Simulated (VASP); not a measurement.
# MoS2 (P-3m1) in VASP: a series of runs

The runs below take MoS2 through single point, with HSE06.

Everything below comes from runs of VASP 6.6.1. Logs are shortened: lines on timing, memory, paths and dates and some standing lists are left out, and cuts for length are marked.

### 1 The structure

It takes space group P-3m1 (No. 164, trigonal). The conventional cell has a = 3.227 Å, b = 3.227 Å, c = 6.312 Å, α = 90.00°, β = 90.00°, γ = 120.00°. Mo (site symmetry -3m) is surrounded by 6 S at 2.42 Å. Around S (site symmetry 3m) lie 3 Mo at 2.42 Å.

Measurements of this composition are mostly on another form, of space group No. 194.

### 2 Single point, HSE06

Input file POSCAR:

```
MoS2
1.0
    3.2274645616      0.0000000000      0.0000000000
   -1.6137322808      2.7950663001      0.0000000000
    0.0000000000      0.0000000000      6.3124734200
Mo S
1 2
Direct
    0.0000000000      0.0000000000      0.5000000000
    0.6666666667      0.3333333333      0.7446806800
    0.3333333333      0.6666666667      0.2553193200
```

Input file INCAR.step1:

```
PREC = Accurate
ENCUT = 350
EDIFF = 1E-5
ISMEAR = 0
SIGMA = 0.01
LREAL = F
LASPH = T
NELM = 100
ALGO = Normal
ISIF = 2
LWAVE = T
LCHARG = F
NBANDS = 21
NKRED = 1
GGA = PE
```

Input file INCAR.step2:

```
PREC = Accurate
ENCUT = 350
EDIFF = 1E-6
ISMEAR = 0
SIGMA = 0.01
LREAL = F
LASPH = T
NELM = 100
ALGO = Normal
ISIF = 2
LWAVE = F
LCHARG = F
GGA = PE
LHFCALC = T
HFSCREEN = 0.2
PRECFOCK = Fast
NBANDS = 21
NKRED = 1
ISTART = 1
```

Input file KPOINTS:

```
regular mesh
0
Gamma
  4 4 2
```

Potentials or basis: VASP PAW PBE potentials, release 64 (Mo_sv, S).

The run is started by

```sh
$ cat potpaw_PBE.64/Mo_sv/POTCAR potpaw_PBE.64/S/POTCAR > POTCAR
$ cp INCAR.step1 INCAR
$ mpirun -np 1 vasp_std > vasp.out
$ cp INCAR.step2 INCAR
$ mpirun -np 1 vasp_std > vasp.out
```

OUTCAR:

```text
PREC = Accurate
   ENCUT = 350
   EDIFF = 1E-6
   ISMEAR = 0
   LREAL = F
   LASPH = T
   NELM = 100
   ISIF = 2
   GGA = PE
   LHFCALC = T
   HFSCREEN = 0.2
   PRECFOCK = Fast
   NKRED = 1
   ISTART = 1

 Found      8 irreducible k-points:

 Following reciprocal coordinates:
            Coordinates               Weight
  0.000000  0.000000  0.000000      1.000000
  0.250000  0.000000  0.000000      6.000000
  0.500000  0.000000  0.000000      3.000000
  0.250000  0.250000  0.000000      6.000000
  0.000000  0.000000  0.500000      1.000000
  0.250000  0.000000  0.500000      6.000000
   k-points           NKPTS =      8   k-points in BZ     NKDIM =     32   number of bands    NBANDS=     21
   number of dos      NEDOS =    301   number of ions     NIONS =      3
   total plane-waves  NPLWV =  16000
   dimension x,y,z NGX =    20 NGY =   20 NGZ =   40
   dimension x,y,z NGXF=    40 NGYF=   40 NGZF=   80
   ions per type =               1   2
   NGX,Y,Z   is equivalent  to a cutoff of  10.30, 10.30, 10.53 a.u.
   NGXF,Y,Z  is equivalent  to a cutoff of  20.60, 20.60, 21.07 a.u.
 SYSTEM =  unknown system
   PREC   = accura    normal or accurate (medium, high low for compatibility)
   ISTART =      1    job   : 0-new  1-cont  2-samecut
   ICHARG =      0    charge: 1-file 2-atom 10-const
   ISPIN  =      1    spin polarized calculation?
   LNONCOLLINEAR =      F non collinear calculations
   LSORBIT =      F    spin-orbit coupling
   LASPH  =      T    aspherical Exc in radial PAW
   ENCUT  =  350.0 eV  25.72 Ry    5.07 a.u.   4.92  4.92  9.63*2*pi/ulx,y,z
   NELM   =    100;   NELMIN=  2; NELMDL=  0     # of ELM steps
   EDIFF  = 0.1E-05   stopping-criterion for ELM
   LREAL  =      F    real-space projection
   EDIFFG = 0.1E-04   stopping-criterion for IOM
   NSW    =      0    number of steps for IOM
   IBRION =     -1    ionic relax: 0-MD 1-quasi-New 2-CG
   NFREE  =      0    steps in history (QN), initial steepest desc. (CG)
   ISIF   =      2    stress and relaxation
   ISYM   =      3    0-nonsym 1-usesym 2-fastsym
   POTIM  = 0.5000    time-step for ionic-motion
   TEBEG  =    0.0;   TEEND  =   0.0 temperature during run
   PSTRESS=    0.0 pullay stress
   NELECT =      26.0000    total number of electrons
   NUPDOWN=      -1.0000    fix difference up-down
   EMIN   =  10.00;   EMAX   =-10.00  energy-range for DOS
   EFERMI =   0.00;   METHOD = LEGACY
   ISMEAR =     0;   SIGMA  =   0.01  broadening in eV -4-tet -1-fermi 0-gaus
   EFERMI_NEDOS =   21; number of points for ismear=-14 and -15
   IALGO  =     38    algorithm
   IMIX   =      1    mixing-type and parameters
     AMIX     =   0.40;   BMIX     =  1.00
     AMIX_MAG =   1.60;   BMIX_MAG =  1.00
  volume/ion in A,a.u.               =      18.98       128.09
  Fermi-wavevector in a.u.,A,eV,Ry     =   1.260612  2.382212 21.621610  1.589144
  Thomas-Fermi vector in A             =   2.394113
   LORBIT       =      0    0 simple, 1 ext, 2 COOP (PROOUT), +10 PAW based schemes
   GGA     = PE    functional components
   LHFCALC =     T    Hartree Fock is set to
   PRECFOCK=fast      Normal, Fast or Accurate (Low or Medium for compatibility)
   ENCUT4O =  -1.0   cutoff for four orbital integrals eV
   NKREDX  =     1    reduce k-point grid by
   NKREDY  =     1    reduce k-point grid by
   NKREDZ  =     1    reduce k-point grid by
   AEXX    =    0.2500 exact exchange contribution
   HFSCREEN=    0.2000 screening length (either q_TF or 0.3 A-1)
   HFSCREENC=   0.2000 screening length for correlation (either q_TF or 0.3 A-1)
   ENCUTFOCK=  -1.0 apply spherical cutoff to Coloumb kernel
   IVDW    =     0    specifies the selected vdW correction
   LEPSILON=     F    determine dielectric tensor
   LRPA    =     F    only Hartree local field effects (RPA)
 non-spin polarized calculation
 Gauss-broadening in eV      SIGMA  =   0.01
  energy-cutoff  :      350.00
  volume of cell :       56.94
 maximum number of plane-waves:       860
 NGX is ok and might be reduce to    20
  NGX = 12; NGY = 12; NGZ = 24

 number of electron      25.9999996 magnetization

 Free energy of the ion-electron system (eV)
  ---------------------------------------------------
  ext. energy  EPLUGINS =         0.00000000
  ---------------------------------------------------
  free energy    TOTEN  =       -25.04710226 eV

  energy without entropy =      -25.04613812  energy(sigma->0) =      -25.04662019

 E-fermi :   6.7306     XC(G=0):  -8.6090

 val. band max:        6.6937604455   @ k =   0.2500   0.2500   0.5000
 cond. band min:       6.7336326901   @ k =   0.2500   0.2500   0.0000
 fundamental gap:      0.0398722446
 Fermi energy:         6.7305869900

 k-point     1 :       0.0000    0.0000    0.0000
  band No.  band energies     occupation
      1     -59.3272      2.00000
      2     -31.8993      2.00000
      3     -31.8908      2.00000
      4     -31.8908      2.00000
      5      -9.8939      2.00000
      6      -8.2815      2.00000
[... 13 lines left out ...]
     20      17.2044      0.00000
     21      17.2044      0.00000

 k-point     2 :       0.2500    0.0000    0.0000
  band No.  band energies     occupation
      1     -59.3081      2.00000
      2     -32.0938      2.00000
      3     -31.9390      2.00000
      4     -31.8610      2.00000
      5      -8.9600      2.00000
      6      -8.0880      2.00000
[... 13 lines left out ...]
     20      15.8548      0.00000
     21      17.7004      0.00000

 k-point     3 :       0.5000    0.0000    0.0000
  band No.  band energies     occupation
      1     -59.2891      2.00000
      2     -32.2893      2.00000
      3     -31.9876      2.00000
      4     -31.8223      2.00000
      5      -8.1433      2.00000
      6      -7.4044      2.00000
[... 13 lines left out ...]
     20      15.9402      0.00000
     21      15.9760      0.00000

 k-point     4 :       0.2500    0.2500    0.0000
  band No.  band energies     occupation
      1     -59.2891      2.00000
      2     -32.2147      2.00000
      3     -32.0637      2.00000
      4     -31.8223      2.00000
      5      -7.8119      2.00000
      6      -7.7912      2.00000
[... 13 lines left out ...]
     20      16.5110      0.00000
     21      17.4937      0.00000

 k-point     5 :       0.0000    0.0000    0.5000
  band No.  band energies     occupation
      1     -59.3272      2.00000
      2     -31.9001      2.00000
      3     -31.8908      2.00000
      4     -31.8908      2.00000
      5      -9.6911      2.00000
      6      -8.6105      2.00000
[... 13 lines left out ...]
     20      16.5181      0.00000
     21      17.3336      0.00000

 k-point     6 :       0.2500    0.0000    0.5000
  band No.  band energies     occupation
      1     -59.3081      2.00000
      2     -32.0937      2.00000
      3     -31.9390      2.00000
      4     -31.8610      2.00000
      5      -8.7816      2.00000
      6      -8.3083      2.00000
[... 13 lines left out ...]
     20      16.0731      0.00000
     21      18.2231      0.00000

 [... further k-points ...]

------------------------ aborting loop because EDIFF is reached ----------------------------------------

  FORCE on cell =-STRESS in cart. coord.  units (eV):
  Direction    XX          YY          ZZ          XY          YZ          ZX
  --------------------------------------------------------------------------------------
  -------------------------------------------------------------------------------------
  Total       -0.8207119     -0.8207119     -1.5339358     -0.0000000     -0.0000000     -0.0000000
  in kB      -23.0912873    -23.0912873    -43.1583284     -0.0000000     -0.0000000     -0.0000000
  external PRESSURE =     -29.7803010 kB  Pullay stress =       0.0000000 kB

 VOLUME and BASIS-vectors are now :
 -----------------------------------------------------------------------------
  energy-cutoff  :      350.00
  volume of cell :       56.94
      direct lattice vectors                 reciprocal lattice vectors
     3.227464562  0.000000000  0.000000000     0.309840737  0.178886633  0.000000000
    -1.613732281  2.795066300  0.000000000     0.000000000  0.357773266  0.000000000
     0.000000000  0.000000000  6.312473420     0.000000000  0.000000000  0.158416509

 POSITION                                       TOTAL-FORCE (eV/Angst)
 -----------------------------------------------------------------------------------
      0.00000      0.00000      3.15624        -0.000000     -0.000000      0.000000
      1.61373      0.93169      4.70078         0.000000     -0.000000     -0.528170
     -0.00000      1.86338      1.61170        -0.000000      0.000000      0.528170
 -----------------------------------------------------------------------------------
    total drift:                               -0.000000     -0.000000      0.000000

  FREE ENERGIE OF THE ION-ELECTRON SYSTEM (eV)
  ---------------------------------------------------
  free  energy   TOTEN  =       -25.0471022581 eV

  energy  without entropy=      -25.0461381171  energy(sigma->0) =      -25.04662019
```

Run time: 2 min. Hardware: 1 thread of Intel Xeon Platinum 8259CL at 2.50GHz (Skylake/Cascade Lake), shared host; peak memory 0.24 GiB.

These settings aren't checked as converged: the numbers below hold their error.

What came out:

```yaml
Free_energy: -25.0471 eV
Pressure: -3.0 GPa
Largest_force: 0.528 eV/Å
Band_gap_on_the_k_mesh: none (metal or under the smearing width)
```

Caveat: the k mesh is coarse (spacing up to 0.56 Å⁻¹), so the values aren't converged, least of all with exact exchange; the PAW data sets were made with another functional, which shifts forces and pressure a little; this functional lacks dispersion, which binds the layers, so the pressure and a relaxed spacing across them are unreliable.

### 3 Single point, HSE06

POSCAR is that of step 2.

INCAR.step1 is that of step 2.

INCAR.step2: that of step 2 with these lines changed.

```diff
@@ -15,3 +15,3 @@
 HFSCREEN = 0.2
-PRECFOCK = Fast
+PRECFOCK = Medium
 NBANDS = 21
```

Input file KPOINTS:

```
regular mesh
0
Gamma
  5 5 2
```

Potentials or basis: VASP PAW PBE potentials, release 64 (Mo_sv, S).

The run is started by

```sh
$ cat potpaw_PBE.64/Mo_sv/POTCAR potpaw_PBE.64/S/POTCAR > POTCAR
$ cp INCAR.step1 INCAR
$ mpirun -np 1 vasp_std > vasp.out
$ cp INCAR.step2 INCAR
$ mpirun -np 1 vasp_std > vasp.out
```

OUTCAR:

```text
PREC = Accurate
   ENCUT = 350
   EDIFF = 1E-6
   ISMEAR = 0
   LREAL = F
   LASPH = T
   NELM = 100
   ISIF = 2
   GGA = PE
   LHFCALC = T
   HFSCREEN = 0.2
   PRECFOCK = Medium
   NKRED = 1
   ISTART = 1

 Found     10 irreducible k-points:

 Following reciprocal coordinates:
            Coordinates               Weight
  0.000000  0.000000  0.000000      1.000000
  0.200000 -0.000000  0.000000      6.000000
  0.400000  0.000000  0.000000      6.000000
  0.200000  0.200000  0.000000      6.000000
  0.400000  0.200000  0.000000      6.000000
  0.000000  0.000000  0.500000      1.000000
   k-points           NKPTS =     10   k-points in BZ     NKDIM =     50   number of bands    NBANDS=     21
   number of dos      NEDOS =    301   number of ions     NIONS =      3
   total plane-waves  NPLWV =  16000
   dimension x,y,z NGX =    20 NGY =   20 NGZ =   40
   dimension x,y,z NGXF=    40 NGYF=   40 NGZF=   80
   ions per type =               1   2
   NGX,Y,Z   is equivalent  to a cutoff of  10.30, 10.30, 10.53 a.u.
   NGXF,Y,Z  is equivalent  to a cutoff of  20.60, 20.60, 21.07 a.u.
 SYSTEM =  unknown system
   PREC   = accura    normal or accurate (medium, high low for compatibility)
   ISTART =      1    job   : 0-new  1-cont  2-samecut
   ICHARG =      0    charge: 1-file 2-atom 10-const
   ISPIN  =      1    spin polarized calculation?
   LNONCOLLINEAR =      F non collinear calculations
   LSORBIT =      F    spin-orbit coupling
   LASPH  =      T    aspherical Exc in radial PAW
   ENCUT  =  350.0 eV  25.72 Ry    5.07 a.u.   4.92  4.92  9.63*2*pi/ulx,y,z
   NELM   =    100;   NELMIN=  2; NELMDL=  0     # of ELM steps
   EDIFF  = 0.1E-05   stopping-criterion for ELM
   LREAL  =      F    real-space projection
   EDIFFG = 0.1E-04   stopping-criterion for IOM
   NSW    =      0    number of steps for IOM
   IBRION =     -1    ionic relax: 0-MD 1-quasi-New 2-CG
   NFREE  =      0    steps in history (QN), initial steepest desc. (CG)
   ISIF   =      2    stress and relaxation
   ISYM   =      3    0-nonsym 1-usesym 2-fastsym
[... 17 lines left out ...]
   GGA     = PE    functional components
   LHFCALC =     T    Hartree Fock is set to
   PRECFOCK=medium    Normal, Fast or Accurate (Low or Medium for compatibility)
   ENCUT4O =  -1.0   cutoff for four orbital integrals eV
   NKREDX  =     1    reduce k-point grid by
   NKREDY  =     1    reduce k-point grid by
   NKREDZ  =     1    reduce k-point grid by
   AEXX    =    0.2500 exact exchange contribution
   HFSCREEN=    0.2000 screening length (either q_TF or 0.3 A-1)
   HFSCREENC=   0.2000 screening length for correlation (either q_TF or 0.3 A-1)
   ENCUTFOCK=  -1.0 apply spherical cutoff to Coloumb kernel
   IVDW    =     0    specifies the selected vdW correction
   LEPSILON=     F    determine dielectric tensor
   LRPA    =     F    only Hartree local field effects (RPA)
 non-spin polarized calculation
 Gauss-broadening in eV      SIGMA  =   0.01
  energy-cutoff  :      350.00
  volume of cell :       56.94
 maximum number of plane-waves:       856
 NGX is ok and might be reduce to    20

 number of electron      25.9999996 magnetization

 Free energy of the ion-electron system (eV)
  ---------------------------------------------------
  ext. energy  EPLUGINS =         0.00000000
  ---------------------------------------------------
  free energy    TOTEN  =       -25.14326108 eV

  energy without entropy =      -25.14258405  energy(sigma->0) =      -25.14292257

 E-fermi :   6.5896     XC(G=0):  -8.6162

 val. band max:        6.5895519149   @ k =   0.4000   0.2000   0.0000
 cond. band min:       6.6406426503   @ k =   0.0000   0.0000   0.5000
 fundamental gap:      0.0510907354
 Fermi energy:         6.5895519149

 k-point     1 :       0.0000    0.0000    0.0000
  band No.  band energies     occupation
      1     -59.3115      2.00000
      2     -31.9145      2.00000
      3     -31.8609      2.00000
      4     -31.8609      2.00000
      5      -9.9171      2.00000
      6      -8.3096      2.00000
[... 133 lines left out ...]
     20      16.5050      0.00000
     21      17.3107      0.00000

 [... further k-points ...]

------------------------ aborting loop because EDIFF is reached ----------------------------------------

  FORCE on cell =-STRESS in cart. coord.  units (eV):
  Direction    XX          YY          ZZ          XY          YZ          ZX
  --------------------------------------------------------------------------------------
  -------------------------------------------------------------------------------------
  Total       -1.3346249     -1.3346249     -1.3690425     -0.0000000      0.0000000      0.0000000
  in kB      -37.5505809    -37.5505809    -38.5189436     -0.0000000      0.0000000      0.0000000
  external PRESSURE =     -37.8733685 kB  Pullay stress =       0.0000000 kB

 VOLUME and BASIS-vectors are now :
 -----------------------------------------------------------------------------
  energy-cutoff  :      350.00
  volume of cell :       56.94
      direct lattice vectors                 reciprocal lattice vectors
     3.227464562  0.000000000  0.000000000     0.309840737  0.178886633  0.000000000
    -1.613732281  2.795066300  0.000000000     0.000000000  0.357773266  0.000000000
     0.000000000  0.000000000  6.312473420     0.000000000  0.000000000  0.158416509

 POSITION                                       TOTAL-FORCE (eV/Angst)
 -----------------------------------------------------------------------------------
      0.00000      0.00000      3.15624        -0.000000      0.000000      0.000000
      1.61373      0.93169      4.70078         0.000000      0.000000     -0.399829
     -0.00000      1.86338      1.61170        -0.000000      0.000000      0.399829
 -----------------------------------------------------------------------------------
    total drift:                               -0.000000      0.000000      0.000000

  FREE ENERGIE OF THE ION-ELECTRON SYSTEM (eV)
  ---------------------------------------------------
  free  energy   TOTEN  =       -25.1432610798 eV

  energy  without entropy=      -25.1425840523  energy(sigma->0) =      -25.14292257
```

It took 12 min on 1 thread of Intel Xeon Platinum 8259CL at 2.50GHz (Skylake/Cascade Lake), shared host; peak memory 0.25 GiB.

These settings aren't checked as converged: the numbers below hold their error.

Results:

```yaml
Free_energy: -25.1433 eV
Pressure: -3.8 GPa
Largest_force: 0.400 eV/Å
Band_gap_on_the_k_mesh: none (metal or under the smearing width)
```

Caveat: the k mesh is coarse (spacing up to 0.50 Å⁻¹), so the values aren't converged, least of all with exact exchange; the PAW data sets were made with another functional, which shifts forces and pressure a little; this functional lacks dispersion, which binds the layers, so the pressure and a relaxed spacing across them are unreliable.

### 4 Single point, HSE06

POSCAR is that of step 3.

INCAR.step1: that of step 3 with these lines changed.

```diff
@@ -1,3 +1,3 @@
 PREC = Accurate
-ENCUT = 350
+ENCUT = 300
 EDIFF = 1E-5
```

INCAR.step2: that of step 3 with these lines changed.

```diff
@@ -1,3 +1,3 @@
 PREC = Accurate
-ENCUT = 350
+ENCUT = 300
 EDIFF = 1E-6
@@ -15,3 +15,3 @@
 HFSCREEN = 0.2
-PRECFOCK = Medium
+PRECFOCK = Fast
 NBANDS = 21
```

Input file KPOINTS:

```
regular mesh
0
Gamma
  6 6 3
```

The run is started by

```sh
$ cat potpaw_PBE.64/Mo_sv/POTCAR potpaw_PBE.64/S/POTCAR > POTCAR
$ cp INCAR.step1 INCAR
$ mpirun -np 1 vasp_std > vasp.out
$ cp INCAR.step2 INCAR
$ mpirun -np 1 vasp_std > vasp.out
```

Wall time 12 min (1 thread of Intel Xeon Platinum 8259CL at 2.50GHz (Skylake/Cascade Lake), shared host); peak memory 0.24 GiB.

The run converged, but some of its settings lie outside the range that counts as converged, so its numbers aren't taken as properties of the crystal.

Results:

```
Free energy            : -25.2029 eV
Pressure               : -3.8 GPa
Largest force          : 0.259 eV/Å
Band gap on the k mesh : none (metal or under the smearing width)
```

Caveat: the k mesh is coarse (spacing up to 0.37 Å⁻¹), so the values aren't converged, least of all with exact exchange; the cutoff is under 1.25 times the usual one of these potentials, so pressure, stress and relaxed cells hold a basis-set (Pulay) error; the PAW data sets were made with another functional, which shifts forces and pressure a little; this functional lacks dispersion, which binds the layers, so the pressure and a relaxed spacing across them are unreliable.

### 5 Single point, HSE06

POSCAR is that of step 4.

INCAR.step1: that of step 4 with these lines changed.

```diff
@@ -1,3 +1,3 @@
 PREC = Accurate
-ENCUT = 300
+ENCUT = 350
 EDIFF = 1E-5
```

INCAR.step2: that of step 4 with these lines changed.

```diff
@@ -1,3 +1,3 @@
 PREC = Accurate
-ENCUT = 300
+ENCUT = 350
 EDIFF = 1E-6
```

Input file KPOINTS:

```
regular mesh
0
Gamma
  7 7 3
```

The run is started by

```sh
$ cat potpaw_PBE.64/Mo_sv/POTCAR potpaw_PBE.64/S/POTCAR > POTCAR
$ cp INCAR.step1 INCAR
$ mpirun -np 1 vasp_std > vasp.out
$ cp INCAR.step2 INCAR
$ mpirun -np 1 vasp_std > vasp.out
```

It took 19 min on 1 thread of Intel Xeon Platinum 8259CL at 2.50GHz (Skylake/Cascade Lake), shared host; peak memory 0.26 GiB.

The run converged, but some of its settings lie outside the range that counts as converged, so its numbers aren't taken as properties of the crystal.

Results:

```yaml
Free_energy: -25.1478 eV
Pressure: -3.7 GPa
Largest_force: 0.244 eV/Å
Band_gap_on_the_k_mesh: none (metal or under the smearing width)
```

Caveat: the PAW data sets were made with another functional, which shifts forces and pressure a little; this functional lacks dispersion, which binds the layers, so the pressure and a relaxed spacing across them are unreliable.
